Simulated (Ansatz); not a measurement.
An Ansatz input:

```yaml
crystal:
  lattice:
    - [0.0, 2.4215186002, 2.4215186002]
    - [2.4215186002, 0.0, 2.4215186002]
    - [2.4215186002, 2.4215186002, 0.0]
  atoms:
    - { symbol: In, position: [0.0, 0.0, 0.0] }
hamiltonian:
  xc: revpbe
  pseudopotentials:
    kind: paw
    azcp:
      In: "pseudopotentials/In.paw.azcp"
basis:
  ecutwfc: 420
  fft_grid_basis: typed
kpoints:
  mp_grid: { grid: [18, 18, 18], shift: [0, 0, 0] }
magnetization:
  spin_polarized: false
scf:
  occupations: { method: fermi_dirac, width: 0.1 }
```

and its output:

```
Engine: ansatz 0.2.0, aarch64-unknown-linux-gnu
Pseudopotentials: kind: paw
Pseudopotential: In, paw, valence charge 13, recommended cutoff 420 eV (normal) 
Functional definition: revPBE
  parameter kappa = 1.245
  parameter beta = 0.06672455060314922
  exchange = pbe_x(kappa = kappa, mu = beta*pi^2/3)
  correlation = pbe_c(beta = beta)
Crystal: 1 atoms, lattice volume = 28.398 Å³
Basis set: ecut = 420 eV, 537 PW (Γ)
Bands: 11, of which v1, the nominal top of the filled ones, is band 7 counted from 1 (6 counted from 0)
Symmetry: 48 space group operations
Space group: Fm-3m (ITA 225), of the structure as read, at distance tolerance 3.1e-5 Å
k-points: 195 of 5832
Non-local potential: In, projectors of the file, l = 0: 2, l = 1: 2, l = 2: 2, l = 3: 2
PAW form: soft (Blöchl's): semilocal exchange-correlation on the pseudo side does not see the compensation charge
PAW frozen core: In, regenerated for the run's functional, and the local potential with it (the file was generated under x = pbe(κ = 0.804, μ = 0.2195149727645171), c = pbe(β = 0.06672455060314922))
PAW one-centre angular grid: In, 590 points (default); XC on 64 Gauss nodes
Initial density: superposition of atomic densities (neutral atoms: chi_scale 0, normalization atom), corrected by the library's trained network
Initial wavefunctions: pseudopotential atomic-orbital guess
Functional: x = revpbe(κ = 1.245, μ = 0.2195149727645171), c = pbe(β = 0.06672455060314922)
SCF iter   1: F=—  HF=-5603.851337 eV  |F-HF|=—  |Δ(HF+E_count)|=         —  Δρ=3.04e-3  dr2=1.30e-3  ethr=1.77e-3  ⟨swp⟩=4.9  Hψ=12549  notcnv=0
SCF iter   2: F=—  HF=-5603.850804 eV  |F-HF|=—  |Δ(HF+E_count)|=   5.33e-4  Δρ=1.30e-3  dr2=2.63e-4  ethr=9.98e-6  ⟨swp⟩=2.1  Hψ=4698  notcnv=0
SCF iter   3: F=—  HF=-5603.850847 eV  |F-HF|=—  |Δ(HF+E_count)|=   4.30e-5  Δρ=4.59e-4  dr2=3.40e-5  ethr=2.03e-6  ⟨swp⟩=1.0  Hψ=2100  notcnv=0
SCF iter   4: F=—  HF=-5603.850842 eV  |F-HF|=—  |Δ(HF+E_count)|=   4.90e-6  Δρ=2.88e-5  dr2=1.26e-7  ethr=2.61e-7  ⟨swp⟩=2.2  Hψ=3158  notcnv=0
iter 5 did not close the SCF: its close was put off for the readings that it lacked (scf_convergence_deferred on its scf_iter line)
SCF iter   5: F=-5603.850843 eV  HF=-5603.850843 eV  |F-HF|=5.19e-8  |Δ(HF+E_count)|=   6.96e-7  Δρ=1.76e-5  dr2=5.03e-8  ethr=9.73e-10  ⟨swp⟩=2.0  Hψ=3405  notcnv=0
SCF iter   6: F=-5603.850843 eV  HF=-5603.850843 eV  |F-HF|=1.73e-9  |Δ(HF+E_count)|=   2.32e-8  Δρ=3.21e-6  dr2=1.35e-9  ethr=3.87e-10  ⟨swp⟩=1.0  Hψ=6134  notcnv=0
SCF 1 converged in 6 iterations: F = -5603.850843 eV  dr2 = 1.35e-9
SCF converged after 6 iterations
Free energy (F): -5603.850843 eV
Harris-Foulkes:  -5603.850843 eV  (|F-HF|=1.73e-9)
Internal energy: -5603.835870 eV  (E = F + TS)
E sigma→0 (E₀):  -5603.843356 eV
Entropy (-TS):   -0.014973 eV (-14.973 meV/atom)
Fermi energy:    9.256082 eV
--- Per-component energies (eV) ---
  E_band       = -35.839800
  E_kinetic    = 240.376669
  E_local      = -1124.574828  (includes V_loc(G=0)·N_el)
  E_nonlocal   = 365.844656
  E_hartree    = 440.173240
  E_xc         = -215.905819
  E_vxc        = -99.042200  (∫ρ·V_xc dr)
  E_paw        = -4157.892298  (= ΣΔE_a)
  E_vpaw       = -298.791914  (= ΣTr[D̂ρ^β])
  E_aug_tail   = 0.000026  (compensation charges beyond the density's cutoff)
  E_ewald      = -1151.905838
  E_core_change = 0.048322  (= ΣΔE_core)
  E_smearing   = -0.014973  (= −TS)
  E_closure    = -0.000000  (closes the sum)
  Σ components = -5603.850843   (vs F -5603.850843, Δ=0.00e0)
```
